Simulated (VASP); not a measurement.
# In (Fd-3m) in VASP: further runs

One crystal, In, is run at these levels: BLYP; tasks: single point.

All numbers are computed with VASP 6.6.1; they aren't measurements. Logs are shortened: lines on timing, memory, paths and dates and some standing lists are left out, and cuts for length are marked.

**1. The crystal as given**

The structure is cubic, space group Fd-3m (No. 227). The conventional cell has a = 6.995 Å, b = 6.995 Å, c = 6.995 Å, α = 90.00°, β = 90.00°, γ = 90.00°. In (site symmetry -43m) has 4 In at 3.03 Å as nearest neighbours.

This isn't the form of In at room conditions, which is tetragonal.

**2. Single point, BLYP**

INCAR

```
SYSTEM = In
AGGAC = 1.0 ; AGGAX = 1.0
ALDAC = 0.0 ; ALDAX = 1.0
ALGO = Fast ; EDIFF = 1E-6
ENCUT = 520 ; GGA = B5
ISIF = 2 ; ISMEAR = -1
LASPH = .TRUE. ; LCHARG = .TRUE.
LELF = .TRUE. ; LREAL = .FALSE.
LVHAR = .TRUE. ; LWAVE = .FALSE.
NBANDS = 20 ; NELM = 100
PREC = Accurate ; SIGMA = 0.1
```

KPOINTS

```
k-points
0
G
  13 13 13
  0 0 0
```

POSCAR

```
In
1.0
    0.0000000000      3.4975187911      3.4975187911
    3.4975187911      0.0000000000      3.4975187911
    3.4975187911      3.4975187911      0.0000000000
In
2
Direct
    0.1250000000      0.1250000000      0.1250000000
    0.8750000000      0.8750000000      0.8750000000
```

Potentials or basis: VASP PAW PBE potentials, release 64 (In_d).

Run with:

```sh
$ cat potpaw_PBE.64/In_d/POTCAR > POTCAR
$ mpirun -np 1 vasp_std > vasp.out
```

OUTCAR:

```text
SYSTEM = In
   EDIFF = 1E-6
   ENCUT = 520
   GGA = B5
   ISIF = 2
   ISMEAR = -1
   LASPH = .TRUE.
   LREAL = .FALSE.
   NELM = 100
   PREC = Accurate

 ion  position               nearest neighbor table
   1  0.125  0.125  0.125-   2 3.03   2 3.03   2 3.03   2 3.03
   2  0.875  0.875  0.875-   1 3.03   1 3.03   1 3.03   1 3.03

  LATTYP: Found a face centered cubic cell.
 ALAT       =     6.9950375822

  Lattice vectors:

 A1 = (   0.0000000000,   3.4975187911,   3.4975187911)
 A2 = (   3.4975187911,   0.0000000000,   3.4975187911)
 A3 = (   3.4975187911,   3.4975187911,   0.0000000000)

Analysis of symmetry for initial positions (statically):
=====================================================================
 Subroutine PRICEL returns:
 Original cell was already a primitive cell.

 Routine SETGRP: Setting up the symmetry group for a
 face centered cubic supercell.

 Subroutine GETGRP returns: Found 48 space group operations
 (whereof 12 operations were pure point group operations)
 out of a pool of 48 trial point group operations.

The static configuration has the point symmetry D_3d.
 The point group associated with its full space group is O_h .

Analysis of symmetry for dynamics (positions and initial velocities):
=====================================================================
 Subroutine PRICEL returns:
 Original cell was already a primitive cell.

 Routine SETGRP: Setting up the symmetry group for a
 face centered cubic supercell.

 Subroutine GETGRP returns: Found 48 space group operations
 (whereof 12 operations were pure point group operations)
 out of a pool of 48 trial point group operations.

The dynamic configuration has the point symmetry D_3d.
 The point group associated with its full space group is O_h .

 Subroutine INISYM returns: Found 48 space group operations
 (whereof 12 operations are pure point group operations),
 and found     1 'primitive' translations

----------------------------------------------------------------------------------------

                                     Primitive cell

  volume of cell :      85.5678

  direct lattice vectors                    reciprocal lattice vectors
     0.000000000  3.497518791  3.497518791    -0.142958489  0.142958489  0.142958489
     3.497518791  0.000000000  3.497518791     0.142958489 -0.142958489  0.142958489
     3.497518791  3.497518791  0.000000000     0.142958489  0.142958489 -0.142958489

  length of vectors
     4.946238509  4.946238509  4.946238509     0.247611366  0.247611366  0.247611366

  position of ions in fractional coordinates (direct lattice)
[... 75 lines left out ...]
   LSORBIT =      F    spin-orbit coupling
   LASPH  =      T    aspherical Exc in radial PAW
   ENCUT  =  520.0 eV  38.22 Ry    6.18 a.u.   9.20  9.20  9.20*2*pi/ulx,y,z
   NELM   =    100;   NELMIN=  2; NELMDL= -5     # of ELM steps
   EDIFF  = 0.1E-05   stopping-criterion for ELM
   LREAL  =      F    real-space projection
   EDIFFG = 0.1E-04   stopping-criterion for IOM
   NSW    =      0    number of steps for IOM
   IBRION =     -1    ionic relax: 0-MD 1-quasi-New 2-CG
   NFREE  =      0    steps in history (QN), initial steepest desc. (CG)
   ISIF   =      2    stress and relaxation
   ISYM   =      2    0-nonsym 1-usesym 2-fastsym
   POTIM  = 0.5000    time-step for ionic-motion
   TEBEG  =    0.0;   TEEND  =   0.0 temperature during run
   PSTRESS=    0.0 pullay stress
   NELECT =      26.0000    total number of electrons
   NUPDOWN=      -1.0000    fix difference up-down
   EMIN   =  10.00;   EMAX   =-10.00  energy-range for DOS
   EFERMI =   0.00;   METHOD = LEGACY
   ISMEAR =    -1;   SIGMA  =   0.10  broadening in eV -4-tet -1-fermi 0-gaus
   EFERMI_NEDOS =   21; number of points for ismear=-14 and -15
   IALGO  =     68    algorithm
   IMIX   =      4    mixing-type and parameters
     AMIX     =   0.40;   BMIX     =  1.00
     AMIX_MAG =   1.60;   BMIX_MAG =  1.00
  volume/ion in A,a.u.               =      42.78       288.72
  Fermi-wavevector in a.u.,A,eV,Ry     =   1.100599  2.079831 16.480993  1.211319
  Thomas-Fermi vector in A             =   2.237013
   LORBIT       =      0    0 simple, 1 ext, 2 COOP (PROOUT), +10 PAW based schemes
   GGA     = B5    functional components
   LHFCALC =     F    Hartree Fock is set to
   AEXX    =    0.0000 exact exchange contribution
   IVDW    =     0    specifies the selected vdW correction
   LEPSILON=     F    determine dielectric tensor
   LRPA    =     F    only Hartree local field effects (RPA)
 non-spin polarized calculation
 RMM-DIIS sequential band-by-band and
  energy-cutoff  :      520.00
  volume of cell :       85.57
 maximum number of plane-waves:      2325
 NGX is ok and might be reduce to    40
   NGX = 19   NGY = 19   NGZ = 19

 number of electron      26.0000004 magnetization

 Free energy of the ion-electron system (eV)
  ---------------------------------------------------
  ext. energy  EPLUGINS =         0.00000000
  ---------------------------------------------------
  free energy    TOTEN  =        -3.49825938 eV

  energy without entropy =       -3.43517247  energy(sigma->0) =       -3.46671592

 E-fermi :   3.2448     XC(G=0):  -7.2566

 val. band max:        3.2392620152   @ k =   0.3846   0.3077   0.0000
 cond. band min:       3.2549706717   @ k =  -0.4615   0.3077   0.0000
 fundamental gap:      0.0157086565
 Fermi energy:         3.2447992320

 k-point     1 :       0.0000    0.0000    0.0000
  band No.  band energies     occupation
      1     -11.3028      2.00000
      2     -11.3028      2.00000
      3     -11.3028      2.00000
      4     -11.2524      2.00000
      5     -11.2524      2.00000
      6     -10.9603      2.00000
[... 541 lines left out ...]
     19      11.2536      0.00000
     20      12.7168      0.00000

 [... further k-points ...]
[... 5 lines left out ...]
  --------------------------------------------------------------------------------------
  -------------------------------------------------------------------------------------
  Total       -0.0865587     -0.0865587     -0.0865587     -0.0000000      0.0000000      0.0000000
  in kB       -1.6207308     -1.6207308     -1.6207308     -0.0000000      0.0000000      0.0000000
  external PRESSURE =      -1.6207308 kB  Pullay stress =       0.0000000 kB

 VOLUME and BASIS-vectors are now :
 -----------------------------------------------------------------------------
  energy-cutoff  :      520.00
  volume of cell :       85.57
      direct lattice vectors                 reciprocal lattice vectors
     0.000000000  3.497518791  3.497518791    -0.142958489  0.142958489  0.142958489
     3.497518791  0.000000000  3.497518791     0.142958489 -0.142958489  0.142958489
     3.497518791  3.497518791  0.000000000     0.142958489  0.142958489 -0.142958489

 POSITION                                       TOTAL-FORCE (eV/Angst)
 -----------------------------------------------------------------------------------
      0.87438      0.87438      0.87438        -0.000000      0.000000     -0.000000
      6.12066      6.12066      6.12066         0.000000     -0.000000      0.000000
 -----------------------------------------------------------------------------------
    total drift:                                0.000000      0.000000     -0.000000

  FREE ENERGIE OF THE ION-ELECTRON SYSTEM (eV)
  ---------------------------------------------------
  free  energy   TOTEN  =        -3.4982593830 eV

  energy  without entropy=       -3.4351724652  energy(sigma->0) =       -3.46671592
```

OSZICAR:

```text
N       E                     dE             d eps       ncg     rms          rms(c)
DAV:   1     0.210817248599E+03    0.21082E+03   -0.12777E+04  3364   0.151E+03
DAV:   2     0.134406540893E+02   -0.19738E+03   -0.19413E+03  3372   0.356E+02
DAV:   3    -0.295756866088E+01   -0.16398E+02   -0.16313E+02  3948   0.119E+02
DAV:   4    -0.350548482296E+01   -0.54792E+00   -0.54767E+00  3856   0.261E+01
DAV:   5    -0.353974587668E+01   -0.34261E-01   -0.34260E-01  5412   0.530E+00    0.288E+00
RMM:   6    -0.350016723414E+01    0.39579E-01   -0.93530E-02  3868   0.423E+00    0.142E+00
RMM:   7    -0.349709770193E+01    0.30695E-02   -0.34352E-02  3798   0.220E+00    0.307E-01
RMM:   8    -0.349770548459E+01   -0.60778E-03   -0.57735E-03  4372   0.915E-01    0.174E-01
RMM:   9    -0.349818409350E+01   -0.47861E-03   -0.26663E-03  4508   0.440E-01    0.103E-01
RMM:  10    -0.349822211516E+01   -0.38022E-04   -0.58069E-04  4827   0.300E-01    0.317E-02
RMM:  11    -0.349825510668E+01   -0.32992E-04   -0.37657E-04  5603   0.155E-01    0.184E-02
RMM:  12    -0.349825766676E+01   -0.25601E-05   -0.51940E-05  5509   0.537E-02    0.101E-02
RMM:  13    -0.349825854596E+01   -0.87920E-06   -0.10351E-05  4509   0.360E-02    0.594E-03
RMM:  14    -0.349825938303E+01   -0.83707E-06   -0.49564E-06  2779   0.172E-02
   1 F= -.34982594E+01 E0= -.34667159E+01  d E =-.630869E-01
```

It took 90 s on 1 thread of Intel Xeon 6975P-C (Granite Rapids), shared host; peak memory 0.3 GiB.

What came out:

```yaml
Free_energy: -3.4983 eV
Pressure: -0.2 GPa
Band_gap_on_the_k_mesh: none (metal or under the smearing width)
```

Caveat: the PAW data sets were made with another functional, which shifts forces and pressure a little.

**3. Single point, BLYP**

This run uses another cell than the first one, of 41.07 Å³/atom, 0.960 times its volume.

INCAR

```
SYSTEM = In
PREC = Accurate
ENCUT = 520
EDIFF = 1E-6
ISMEAR = -1
SIGMA = 0.1
LREAL = .False.
LASPH = .True.
NELM = 60
ALGO = Fast
ISIF = 2
LWAVE = .False.
LCHARG = .False.
GGA = B5
ALDAX = 1.0
AGGAX = 1.0
AGGAC = 1.0
ALDAC = 0.0
NBANDS = 20
```

KPOINTS

```
Automatic mesh
0
Gamma
  9 9 9
  0 0 0
```

POSCAR

```
In
1.0
    0.0000000000      3.4502492291      3.4502492291
    3.4502492291      0.0000000000      3.4502492291
    3.4502492291      3.4502492291      0.0000000000
In
2
Direct
    0.1250000000      0.1250000000      0.1250000000
    0.8750000000      0.8750000000      0.8750000000
```

Potentials or basis: VASP PAW PBE potentials, release 64 (In_d).

Run with:

```sh
$ cat potpaw_PBE.64/In_d/POTCAR > POTCAR
$ mpirun -np 1 vasp_std > vasp.out
```

It took 32 s on 1 thread of Intel Xeon 6975P-C (Granite Rapids), shared host; peak memory 0.21 GiB.

The run converged. Its results:

- Free energy: -3.4893 eV
- Pressure: 0.5 GPa
- Band gap on the k mesh: none (metal or under the smearing width)

Levels at points of the mesh, in eV from the Fermi level:
```csv
k point,band 11,band 12,band 13,band 14,band 15,band 16
"(0.00, 0.00, 0.00)",-7.59,1.10,2.02,2.02,2.02,3.69
```

Caveat: the PAW data sets were made with another functional, which shifts forces and pressure a little.
